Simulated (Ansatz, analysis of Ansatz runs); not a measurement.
# Cu-H pair in ZnO: local vibrational mode against experiment

Subject: Cu-H pair in ZnO. Wanted: its local vibrational mode, in one set-up (HSE06, 72-site cell, PBE lattice, 420 eV, k: the zone centre alone, relaxed with the hybrid, anharmonic cut along the mode). The model is a cell of 72 host atoms with Cu put on another atom's site and H put in between. The frequencies come from force constants among the defect atom and its neighbours, with the masses of the isotopes named. Exact exchange opens the gap, stiffens bonds and lessens the self-interaction error, at many times the cost.

**The experiment.** O-H stretch, 1H: 3191.8 cm⁻¹, by IR absorption (quoted in “Hydrogen-related defects in hydrothermally grown ZnO studied by Fourier Transform Infrared Spectroscopy”, 2010, Halvard Haug, quoting earlier work (1978)). O-D stretch, 2H: 2379 cm⁻¹, by IR absorption (quoted in “Hydrogen-related defects in hydrothermally grown ZnO studied by Fourier Transform Infrared Spectroscopy”, 2010, Halvard Haug, quoting earlier work (1978)).

Method: plane-wave PAW DFT, HSE06; relaxation of all atoms of a defect supercell, in Ansatz 0.2.0.

Most raw output is cut from this account.

In doubt: the hybrid run may have settled on a false gap or state (step 2), so the values of those runs are not to be relied on.

## 1. The starting structure

The cell holds 73 atoms: 35 Zn, 36 O, 1 Cu and 1 H. Its edges and angles: a = 9.839 Å, b = 9.839 Å, c = 10.587 Å, α = 90.0°, β = 90.0°, γ = 120.0°. It derives from ZnO (space group P6_3mc). Nearest the centre at fractional (0.521, 0.375, 0.481): H73 at 0.63 Å, Cu38 at 1.08 Å, O28 at 1.62 Å, O39 at 2.29 Å, O60 at 2.29 Å, O36 at 2.29 Å, Zn25 at 2.77 Å, Zn30 at 2.79 Å.

The host's primitive cell comes from a first run (plane-wave PAW DFT, PBE; relaxation of the host's cell and atoms): vectors of 3.280, 3.280 and 5.293 Å. That is 12.33 Å³ an atom, 3.6 % over the diffraction cell's volume. The supercell is built on it.

## 2. Relaxation, charge 0

Every later number rests on the structure around the defect, so the atoms are relaxed at the host's lattice first.

relax/input.yaml

```yaml
relax:
  f_tol: 0.01
  max_steps: 80
  random_displacement: { amplitude: 0.02, seed: 403 }
crystal:
  lattice:
    - [9.83856037, 0.0, 0.0]
    - [-4.91928019, 8.52044322, 0.0]
    - [0.0, 0.0, 10.58650121]
  atoms:
    - { symbol: Zn, position: [0.111111111, 0.222222222, 0.249983547] }
    - { symbol: Zn, position: [0.222222222, 0.111111111, -1.6453e-05] }
    - { symbol: O, position: [0.222222222, 0.111111111, 0.189521453] }
    - { symbol: O, position: [0.111111111, 0.222222222, 0.439521453] }
    - { symbol: Zn, position: [0.111111111, 0.222222222, 0.749983547] }
    - { symbol: Zn, position: [0.222222222, 0.111111111, 0.499983547] }
    - { symbol: O, position: [0.222222222, 0.111111111, 0.689521453] }
    - { symbol: O, position: [0.111111111, 0.222222222, 0.939521453] }
[... 61 atom lines left out ...]
    - { symbol: Zn, position: [0.888888889, 0.777777778, 0.499983547] }
    - { symbol: O, position: [0.888888889, 0.777777778, 0.689521453] }
    - { symbol: O, position: [0.777777778, 0.888888889, 0.939521453] }
    - { symbol: H, position: [0.485994001, 0.305320999, 0.462143453] }
basis:
  ecutwfc: 420
  xc_grid: 2
hamiltonian:
  xc: hse06
kpoints:
  mp_grid: { grid: [1, 1, 1] }
scf:
  occupations: { method: fermi_dirac, width: 0.01 }
  max_iter: 120
output:
  forces: true
checkpoint:
  write: "../relax.run"
  compress: false
  write_wavefunctions: true
  write_every: 100000
```

On the command line:

```console
> ansatz run input.yaml --threads 32 --pin off --max-ram 84787MiB --backend cuda --events-out ev --progress --plain --runs-dir out --max-vram 78GiB
```

The job ended after 1.8 min (1 × NVIDIA GB200 with 32 threads of Arm Neoverse V2, shared host; peak memory 1.9 GiB).

Step by step:

| step | energy less that of the first step (eV) | largest force component (eV/Å) |
| --- | --- | --- |
| 1 | 0.0000 | 1.6101 |
| 2 | -0.4900 | 0.9076 |
| 3 | -0.7974 | 0.2456 |
| 4 | -0.8190 | 0.0872 |
| 5 | -0.8242 | 0.0599 |
| 6 | -0.8268 | 0.0496 |
| 7 | -0.8283 | 0.0315 |
| 8 | -0.8285 | 0.0313 |
| 9 | -0.8289 | 0.0142 |
| 10 | -0.8290 | 0.0198 |
| 11 | -0.8292 | 0.0318 |
| 12 | -0.8301 | 0.0574 |
| 13 | -0.8337 | 0.1217 |
| 14 | -0.8682 | 0.1653 |
| 15 | -0.8754 | 0.2431 |
| 16 | -0.8831 | 0.2155 |
| 17 | -0.8839 | 0.1970 |
| 18 | -0.8780 | 0.1216 |
| 19 | -0.8869 | 0.0120 |
| 20 | -0.8870 | 0.0038 |

Relaxation step 18 was tried and not accepted.

The atoms that moved most (Å, from the sites as typed, ahead of the random displacement, the mean shift of all atoms taken out):

| atom | dx | dy | dz | length |
| --- | --- | --- | --- | --- |
| Cu38 | 0.440 | 0.086 | 0.352 | 0.570 |
| O39 | -0.046 | 0.015 | 0.216 | 0.222 |
| Zn25 | -0.010 | -0.041 | -0.191 | 0.195 |
| O60 | 0.094 | 0.081 | -0.101 | 0.160 |
| H73 | -0.076 | 0.017 | -0.115 | 0.138 |
| Zn6 | -0.103 | -0.064 | 0.024 | 0.124 |
| Zn30 | 0.071 | -0.060 | 0.020 | 0.095 |
| Zn61 | 0.039 | 0.033 | 0.075 | 0.090 |

The atoms nearest to the centre after the run:

| atom | distance (Å) |
| --- | --- |
| H73 | 0.659 |
| Cu38 | 1.379 |
| O28 | 1.612 |
| O36 | 2.307 |
| O60 | 2.434 |
| O39 | 2.499 |
| Zn30 | 2.878 |
| Zn6 | 2.903 |
| Zn25 | 2.958 |

Neighbours of the added atoms: H73: O28 0.97, Cu38 2.03, Zn25 2.45 Å.

This step gave:

* free energy: -143238.9789 eV

The relaxation ends 12 meV an atom lower than the displaced start, with a largest force component of 0.0038 eV/Å.

## 3. Local vibrational modes

A local mode lives on the defect and the atoms next to it, so only the sites listed in the input are displaced, which costs far fewer SCF runs than the whole cell would.

This step: plane-wave PAW DFT, HSE06; finite-displacement force constants among the atoms nearest to a defect, the others at rest.

modes/input.yaml

```yaml
crystal:
  lattice:
    - [9.83856037, 0.0, 0.0]
    - [-4.91928019, 8.52044322, 0.0]
    - [0.0, 0.0, 10.58650121]
  atoms:
    - { symbol: Zn, position: [0.109632315, 0.222221101, 0.249382821] }
    - { symbol: Zn, position: [0.2183361, 0.109858988, -0.002539636] }
[... 3 atom lines left out ...]
    - { symbol: Zn, position: [0.207886301, 0.103824523, 0.502258852] }
[... 18 atom lines left out ...]
    - { symbol: Zn, position: [0.440939238, 0.217666362, 0.231950409] }
[... 2 atom lines left out ...]
    - { symbol: O, position: [0.429001023, 0.197836613, 0.427356651] }
    - { symbol: Zn, position: [0.441861299, 0.221025427, 0.751539649] }
    - { symbol: Zn, position: [0.559062953, 0.104287364, 0.501837525] }
[... 2 atom lines left out ...]
    - { symbol: Zn, position: [0.444618295, 0.553482942, 0.254137259] }
[... 1 atom line left out ...]
    - { symbol: O, position: [0.552695104, 0.441281792, 0.185755222] }
    - { symbol: O, position: [0.443454128, 0.55630317, 0.438667906] }
[... 1 atom line left out ...]
    - { symbol: Cu, position: [0.630235828, 0.504856826, 0.546697326] }
    - { symbol: O, position: [0.551570332, 0.446442827, 0.709954561] }
[... 20 atom lines left out ...]
    - { symbol: O, position: [0.79197475, 0.565328626, 0.429928328] }
[... 12 atom lines left out ...]
    - { symbol: H, position: [0.479163285, 0.307546994, 0.451297014] }
basis:
  ecutwfc: 420
  xc_grid: 2
hamiltonian:
  xc: hse06
kpoints:
  mp_grid: { grid: [1, 1, 1] }
scf:
  occupations: { method: fermi_dirac, width: 0.01 }
  max_iter: 120
output: {}
checkpoint:
  read: "../relax.run"
phonons:
  supercell: [1, 1, 1]
  displaced_sites: [27, 72]
```

Elapsed: 33 s, on 1 × NVIDIA GB200 with 32 threads; peak memory 3 GiB.

This step gave:

| Item | Value |
| --- | --- |
| free energy | -143238.9789 eV |

The modes with the largest weight on the probed atoms (the light atom of a pair), for the masses of each isotope. Modes of the displaced atoms (local only where they lie over the host's phonons):

| isotopes | mode (cm⁻¹) | share of the defect atoms |
| --- | --- | --- |
| H | 3616 | 0.942 |
| H | 800.2 | 0.946 |
| H | 754.4 | 0.91 |
| D | 2631 | 0.889 |
| D | 585.4 | 0.834 |
| D | 562.9 | 0.754 |

## 4. Point 1 along the mode

A light atom samples the curved part of its well, so the energy is mapped along the mode and the one-dimensional Schrödinger equation solved on it.

This step: plane-wave PAW DFT, HSE06; single point of a defect supercell.

cut0/input.yaml, as its differences from modes/input.yaml of step 3:

```diff
@@ -13,3 +13,3 @@
 [... 2 atom lines left out ...]
-    - { symbol: O, position: [0.429001023, 0.197836613, 0.427356651] }
+    - { symbol: O, position: [0.429903735, 0.199812364, 0.427783381] }
     - { symbol: Zn, position: [0.441861299, 0.221025427, 0.751539649] }
@@ -27,3 +27,3 @@
 [... 12 atom lines left out ...]
-    - { symbol: H, position: [0.479163285, 0.307546994, 0.451297014] }
+    - { symbol: H, position: [0.46465274, 0.275842459, 0.444425926] }
 basis:
@@ -38,7 +38,5 @@
   max_iter: 120
-output: {}
+output:
+  forces: true
 checkpoint:
   read: "../relax.run"
-phonons:
-  supercell: [1, 1, 1]
-  displaced_sites: [27, 72]
```

It took 7.2 s on 1 × NVIDIA GB200 with 32 threads; peak memory 2 GiB.

Numbers from this step:

| Item | Value |
| --- | --- |
| free energy | -143234.3127 eV |

The other runs of this kind differ in structure, charge or spin alone:

| run | outcome | energy less the first (eV) | moment (μB) | time |
| --- | --- | --- | --- | --- |
| point 1 along the mode | converged | 0.0000 | 0.00 | 7.2 s |
| point 2 along the mode | converged | -2.7118 | 0.00 | 7.9 s |
| point 3 along the mode | converged | -3.9221 | 0.00 | 7.4 s |
| point 4 along the mode | converged | -4.5137 | 0.00 | 6.9 s |
| point 5 along the mode | converged | -4.5613 | 0.00 | 7.6 s |
| point 6 along the mode | converged | -4.3149 | 0.00 | 7.9 s |
| point 7 along the mode | converged | -4.0242 | 0.00 | 7.2 s |
| point 8 along the mode | converged | -3.6714 | 0.00 | 7 s |
| point 9 along the mode | converged | -3.3282 | 0.00 | 7.3 s |

## 5. Anharmonic fundamental

Analysis of the runs above: one-dimensional Schroedinger equation on a polynomial through HSE06 energies along the local mode.

It gives:

- stretch: 3400 cm⁻¹
- stretch d: 2510 cm⁻¹
- stretch harmonic: 3616 cm⁻¹
- stretch d harmonic: 2631 cm⁻¹

Table of energy by normal coordinate:

| normal coordinate (amu½ Å) | energy (eV) |
| --- | --- |
| -0.290 | 4.67 |
| -0.212 | 1.95 |
| -0.145 | 0.744 |
| -0.072 | 0.152 |
| 0.000 | 0 |
| 0.072 | 0.105 |
| 0.145 | 0.351 |
| 0.212 | 0.642 |
| 0.290 | 0.995 |
| 0.367 | 1.34 |

## 6. What came out

```
distance from the defect atom to its nearest neighbour : 0.970 Å
O-H stretch, 1H                                        : 3400 cm⁻¹
O-D stretch, 2H                                        : 2510 cm⁻¹
time of the whole chain                                : 3.5 min on 32 threads and a graphics card
```

In words: O-H stretch, 1H: computed 3400 cm⁻¹, measured 3191.8 cm⁻¹; 208 cm⁻¹ (7 %) above the measurement. O-D stretch, 2H: computed 2510 cm⁻¹, measured 2379 cm⁻¹; 131 cm⁻¹ (6 %) above the measurement. The anharmonic cut moves the O-H stretch, 1H from 3616 to 3400 cm⁻¹; a straight cut leaves out the coupling to the other modes. Only the named neighbours move, so modes near the host's band are approximate. Limits: the zone centre alone is a coarse sampling for this cell.

[Logs are printed without paths, hosts, clocks, repeated set-up lines and the standing remarks that a program may print on its own settings, such as how far it seeks lower states.]

[Hosts, paths, dates, database ids (printed as entryN), source tags and the programs' standing remarks are cut or masked in the printed files.]

[For some hosts the program warned that the k-mesh of the response run may be too coarse for force constants and the static dielectric constant; such warnings are not shown here.]
